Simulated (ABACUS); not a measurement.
# Ge (Fd-3m) in ABACUS: single point with SOGGA

Aim: the single point of Ge with SOGGA.

Program: ABACUS 3.10.1. These are calculated values, not measurements. Logs are shortened: lines on timing, memory, paths and dates and some standing lists are left out, and cuts for length are marked.

**Experimental background.**

From “Electronic and optical properties of SixGe1-x-ySny alloys lattice-matched to Ge”, 2021, arxiv:2109.02782, for a bulk crystal of Ge at 300 K: band gap 0.807 eV (direct).

How close the calculation comes is told below.

### Step 1. The crystal as given

It takes space group Fd-3m (No. 227, cubic). The conventional cell has a = 5.658 Å, b = 5.658 Å, c = 5.658 Å, α = 90.00°, β = 90.00°, γ = 90.00°. Ge (site symmetry -43m) is surrounded by 4 Ge at 2.45 Å.

### Step 2. Single point, SOGGA

INPUT reads:

```
INPUT_PARAMETERS
suffix              Ge
calculation         scf
basis_type          pw
pseudo_dir          ./
symmetry            1
dft_functional      GGA_X_SOGGA+GGA_C_PBE
ecutwfc             124
pseudo_rcut         10
nspin               1
nbands              33
ks_solver           dav
smearing_method     fd
smearing_sigma      0.00367493
scf_thr             1e-08
scf_nmax            100
mixing_type         broyden
mixing_beta         0.7
cal_force           1
cal_stress          1
out_chg             1
kpar                4
```

STRU reads:

```
ATOMIC_SPECIES
Ge 72.6300 Ge.upf

LATTICE_CONSTANT
1.8897261246

LATTICE_VECTORS
0.0000000000 2.8289100000 2.8289100000
2.8289100000 0.0000000000 2.8289100000
2.8289100000 2.8289100000 0.0000000000

ATOMIC_POSITIONS
Direct

Ge
0.0
2
0.7500000000 0.7500000000 0.7500000000 1 1 1
0.5000000000 0.5000000000 0.5000000000 1 1 1
```

KPT reads:

```
K_POINTS
0
Gamma
6 6 6 0 0 0
```

Potentials or basis: PseudoDojo NC SR 0.4 PBEsol stringent, plane waves.

Launch:

```
$ OMP_NUM_THREADS=1 mpirun -np 4 abacus > log
```

running log:

```text
ABACUS v3.10.1

               Atomic-orbital Based Ab-initio Computation at UStc

 ------------------------------------------------------------------------------------

 READING GENERAL INFORMATION
                           global_out_dir = OUT.Ge/
                           global_in_card = INPUT
                               pseudo_dir = ./
                              orbital_dir =
                                    DSIZE = 4
                                    GSIZE = 1

 READING UNITCELL INFORMATION
                                    ntype = 1
                  lattice constant (Bohr) = 1.88973
              lattice constant (Angstrom) = 1

 READING ATOM TYPE 1
                               atom label = Ge
                      L=0, number of zeta = 1
                      L=1, number of zeta = 1
                      L=2, number of zeta = 1
             number of atom for this type = 2

                        TOTAL ATOM NUMBER = 2
DIRECT COORDINATES
    atom                   x                   y                   z     mag                  vx                  vy                  vz
taud_Ge1            0.7500000000        0.7500000000        0.7500000000  0.0000        0.0000000000        0.0000000000        0.0000000000
taud_Ge2            0.5000000000        0.5000000000        0.5000000000  0.0000        0.0000000000        0.0000000000        0.0000000000

                          Volume (Bohr^3) = 305.551
                             Volume (A^3) = 45.278

 Lattice vectors: (Cartesian coordinate: in unit of a_0)
                   +0            +2.82891            +2.82891
             +2.82891                  +0            +2.82891
             +2.82891            +2.82891                  +0
 Reciprocal vectors: (Cartesian coordinate: in unit of 2 pi/a_0)
            -0.176747           +0.176747           +0.176747
            +0.176747           -0.176747           +0.176747
            +0.176747           +0.176747           -0.176747
 The esolver type has been set to : ksdft_pw

                PAO radial cut off (Bohr) = 10

 Read in pseudopotential file is Ge.upf
                     pseudopotential type = NC
          exchange-correlation functional = PBESOL
                 nonlocal core correction = 1
                        valence electrons = 22
                                     lmax = 2
                           number of zeta = 5
                     number of projectors = 6
                           L of projector = 0
                           L of projector = 0
                           L of projector = 1
                           L of projector = 1
                           L of projector = 2
                           L of projector = 2
 XC functional updated to : GGA_X_SOGGA+GGA_C_PBE
          exchange-correlation functional = GGA_X_SOGGA+GGA_C_PBE
     initial pseudo atomic orbital number = 26

 SETUP THE ELECTRONS NUMBER
            electron number of element Ge = 22
      total electron number of element Ge = 44
            AUTOSET number of electrons:  = 44
                           occupied bands = 22
                                   NBANDS = 33
                                   NLOCAL = 18

%%%%%%%%%%%%%%%%%%%%%%%%%%%%%%%%%%%%%%%%%%%%%%%%%%%%%%%%%%%%%%%%%%%%%%%%%%%%%%%%%%%%%%%%%%%%%%%%%%%%%%%%%%
 Warning: the number of valence electrons in pseudopotential > 4 for Ge: [Ar] 3d10 4s2 4p2
 Pseudopotentials with additional electrons can yield (more) accurate outcomes, but may be less efficient.
 If you're confident that your chosen pseudopotential is appropriate, you can safely ignore this warning.
%%%%%%%%%%%%%%%%%%%%%%%%%%%%%%%%%%%%%%%%%%%%%%%%%%%%%%%%%%%%%%%%%%%%%%%%%%%%%%%%%%%%%%%%%%%%%%%%%%%%%%%%%%

 SETUP THE PLANE WAVE BASIS
 energy cutoff for charge/potential (unit:Ry) = 496
            fft grid for charge/potential = [ 54, 54, 54 ]
                        fft grid division = [ 1, 1, 1 ]
        big fft grid for charge/potential = [ 54, 54, 54 ]
                                     nbxx = 157464
                                     nrxx = 157464

 SETUP PLANE WAVES FOR CHARGE/POTENTIAL
                    number of plane waves = 57001
                         number of sticks = 1945

 PARALLEL PW FOR CHARGE/POTENTIAL
     PROC   COLUMNS(POT)             PW
        1           1945          57001
 --------------- sum -------------------
        1           1945          57001
                            number of |g| = 482
                                  max |g| = 44.8284
                                  min |g| = 0

----------- Double Check Mixing Parameters Begin ------------
mixing_type: broyden
mixing_beta: 0.7
mixing_gg0: 1
mixing_gg0_min: 0.1
mixing_ndim: 8
----------- Double Check Mixing Parameters End ------------

 LATTICE VECTORS: (CARTESIAN COORDINATE: IN UNIT OF A0)
                   +0            +2.82891            +2.82891
             +2.82891                  +0            +2.82891
             +2.82891            +2.82891                  +0
                       right hand lattice = 1
                                   NORM_A = 4.00068
                                   NORM_B = 4.00068
                                   NORM_C = 4.00068
                           ALPHA (DEGREE) = 60
                           BETA  (DEGREE) = 60
                           GAMMA (DEGREE) = 60

 The lattice vectors have been changed (STRU_SIMPLE.cif)

(for optimal symmetric configuration:)
                             BRAVAIS TYPE = 3
                     BRAVAIS LATTICE NAME = 03. Cubic F (face-centered)
                                    ibrav = 3
                                    IBRAV = 3
                                  BRAVAIS = FACE CENTERED CUBIC
                       LATTICE CONSTANT A = 5.65782
Original cell was already a primitive cell.
                        ROTATION MATRICES = 48
              PURE POINT GROUP OPERATIONS = 24
                   SPACE GROUP OPERATIONS = 48
                                       C2 = 3
                                       C3 = 8
                                       C4 = 0
                                       C6 = 0
                                       S1 = 6
                                       S3 = 0
                                       S4 = 6
                                       S6 = 0
                              POINT GROUP = T_d
               POINT GROUP IN SPACE GROUP = O_h

 SETUP K-POINTS
                                    nspin = 1
                   Input type of k points = Monkhorst-Pack(Gamma)
                                   nkstot = 216
                       right hand lattice = 1
(for reciprocal lattice: )
                             BRAVAIS TYPE = 2
                     BRAVAIS LATTICE NAME = 02. Cubic I (body-centered)
                                    ibrav = 2
                       right hand lattice = 1
(for k-lattice: )
                             BRAVAIS TYPE = 2
                     BRAVAIS LATTICE NAME = 02. Cubic I (body-centered)
                                    ibrav = 2
                       right hand lattice = 1
                        ROTATION MATRICES = 48
                               nkstot_ibz = 16
K-POINTS REDUCTION ACCORDING TO SYMMETRY
     IBZ    DIRECT_X    DIRECT_Y    DIRECT_Z  WEIGHT  ibz2bz
       1  0.00000000  0.00000000  0.00000000  0.0046       0
       2  0.16666667  0.16666667  0.16666667  0.0370       1
       3  0.33333333  0.33333333  0.33333333  0.0370       2
       4  0.50000000  0.50000000  0.50000000  0.0185       3
       5  0.16666667  0.16666667  0.00000000  0.0278       7
       6  0.33333333  0.33333333  0.16666667  0.1111       8
[... 8 lines left out ...]
      15  0.50000000  0.33333333 -0.33333333  0.1111      52
      16  0.50000000  0.33333333 -0.16666667  0.0556      58

                               nkstot now = 16
[... K-POINTS DIRECT COORDINATES: 16 rows ...]

           k-point number in this process = 4
       minimum distributed K point number = 4
[... stars of the k points ...]

[... K-POINTS CARTESIAN COORDINATES: 4 rows ...]

[... K-POINTS DIRECT COORDINATES: 4 rows ...]

 SETUP PLANE WAVES FOR WAVE FUNCTIONS
     energy cutoff for wavefunc (unit:Ry) = 124
              fft grid for wave functions = [ 54, 54, 54 ]
                    number of plane waves = 8099
                         number of sticks = 535

 PARALLEL PW FOR WAVE FUNCTIONS
     PROC   COLUMNS(POT)             PW
        1            535           8099
 --------------- sum -------------------
        1            535           8099

 SETUP NONLOCAL PSEUDOPOTENTIALS IN PLANE WAVE BASIS
 Ge non-local projectors:
 projector 1 L=0
 projector 2 L=0
 projector 3 L=1
 projector 4 L=1
 projector 5 L=2
 projector 6 L=2
      TOTAL NUMBER OF NONLOCAL PROJECTORS = 36

 Init Non-Local PseudoPotential table :
 Init Non-Local-Pseudopotential done.

                                     npwx = 7150

 Make real space PAO into reciprocal space.
       max mesh points in Pseudopotential = 1001
     dq(describe PAO in reciprocal space) = 0.01
                                    max q = 1341

 number of pseudo atomic orbitals for Ge is 5
WARNING: norm of atomic wavefunction # 5 of atomic type Ge is 0.99981, renormalized

 -------------------------------------------
 SELF-CONSISTENT
 -------------------------------------------
                                 init_chg = atomic

 PW ALGORITHM --------------- ION=   1  ELEC=   1--------------------------------

 Notice: Threshold on eigenvalues was too large.
 hsover_error=0.44 > DRHO=0.0326039
 Origin diag ethr = 0.01
 New diag ethr = 7.40997e-05

 Density error is 0.0326338420119
                          Error Threshold = 7.40997449613e-05
----------------------------------------------------------
     Energy           Rydberg                 eV
----------------------------------------------------------
 E_KohnSham     -1117.3927507230     -15202.9083137258
 E_Harris       -1117.5586328684     -15205.1652561003
 E_Fermi        0.7370005650         10.0274071139
----------------------------------------------------------
[... 63 lines left out ...]
 Density error is 1.23408015257e-10
                          Error Threshold = 4.77968084295e-11
----------------------------------------------------------
     Energy           Rydberg                 eV
----------------------------------------------------------
 E_KohnSham     -1117.3935944299     -15202.9197929477
 E_KS(sigma->0) -1117.3935229935     -15202.9188210050
 E_Harris       -1117.3937682953     -15202.9221585082
 E_band         -152.1426536886      -2070.0069990055
 E_one_elec     -1013.1955116969     -13785.2321471037
 E_Hartree      492.1168540606       6695.5932970589
 E_xc           -108.6088399907      -1477.6990770432
 E_Ewald        -487.7059539301      -6635.5799219743
 E_entropy(-TS) -0.0001428729        -0.0019438854
 E_descf        0.0000000000         0.0000000000
 E_exx          0.0000000000         0.0000000000
 E_Fermi        0.7564115488         10.2915070962
----------------------------------------------------------

 charge density convergence is achieved
 final etot is -15202.919793 eV
 EFERMI = 10.291507096 eV

 STATE ENERGY(eV) AND OCCUPATIONS    NSPIN == 1
 1/4 kpoint (Cartesian) = 0.0000 0.0000 0.0000 (7119 pws)
       1       -153.136     0.00925926
       2       -153.133     0.00925926
       3       -100.484     0.00925926
       4       -100.484     0.00925926
       5       -100.484     0.00925926
       6       -100.475     0.00925926
[... 25 lines left out ...]
      32        20.8519        0.00000
      33        23.6994        0.00000

 2/4 kpoint (Cartesian) = 0.029458 0.029458 0.029458 (7147 pws)
       1       -153.136      0.0740741
       2       -153.133      0.0740741
       3       -100.484      0.0740741
       4       -100.484      0.0740741
       5       -100.483      0.0740741
       6       -100.475      0.0740741
[... 25 lines left out ...]
      32        23.3275        0.00000
      33        26.0099        0.00000

 3/4 kpoint (Cartesian) = 0.058916 0.058916 0.058916 (7150 pws)
       1       -153.135      0.0740741
       2       -153.134      0.0740741
       3       -100.484      0.0740741
       4       -100.484      0.0740741
       5       -100.483      0.0740741
       6       -100.476      0.0740741
[... 25 lines left out ...]
      32        25.9681        0.00000
      33        27.0251        0.00000

 4/4 kpoint (Cartesian) = 0.088373 0.088373 0.088373 (7144 pws)
       1       -153.135      0.0370370
       2       -153.134      0.0370370
       3       -100.484      0.0370370
       4       -100.484      0.0370370
       5       -100.483      0.0370370
       6       -100.476      0.0370370
[... 25 lines left out ...]
      32        22.5979        0.00000
      33        28.8686        0.00000

------------------------------------------------------------------------------------------
 TOTAL-FORCE (eV/Angstrom)
------------------------------------------------------------------------------------------
                       Ge1         0.0000000000         0.0000000000         0.0000000000
                       Ge2         0.0000000000         0.0000000000         0.0000000000
------------------------------------------------------------------------------------------

----------------------------------------------------------------
 TOTAL-STRESS (KBAR)
----------------------------------------------------------------
        -1.1478318871        -0.0000000000        -0.0000000000
        -0.0000000000        -1.1478318871         0.0000000000
        -0.0000000000         0.0000000000        -1.1478318871
----------------------------------------------------------------
 TOTAL-PRESSURE: -1.147832 KBAR

 --------------------------------------------
 !FINAL_ETOT_IS -15202.9197929476849822 eV
 --------------------------------------------
```

Run time: 8.3 s. Hardware: 4 MPI ranks of AMD EPYC 9R45 (Zen 5), shared host; peak memory 0.68 GiB.

What came out:

- Free energy: -15202.9198 eV
- Pressure: -0.1 GPa
- Band gap on the k mesh: 0.07 eV, direct

Caveat: the potentials were made for another functional, which shifts forces and pressure.

### Step 3. Comparison with measurements

Step 2. Against the measured gap of Ge, 0.807 eV (direct; 300 K; “Electronic and optical properties of SixGe1-x-ySny alloys lattice-matched to Ge”, 2021, arxiv:2109.02782), the calculated 0.07 eV is off by -0.73 eV. 3 values of this kind are on record (0.666 to 0.807 eV); this one was drawn at random among those near their median. Spin-orbit coupling on Ge is left out. The value is that of SOGGA on a finite k mesh, which can miss the band edges, without temperature or zero-point motion.
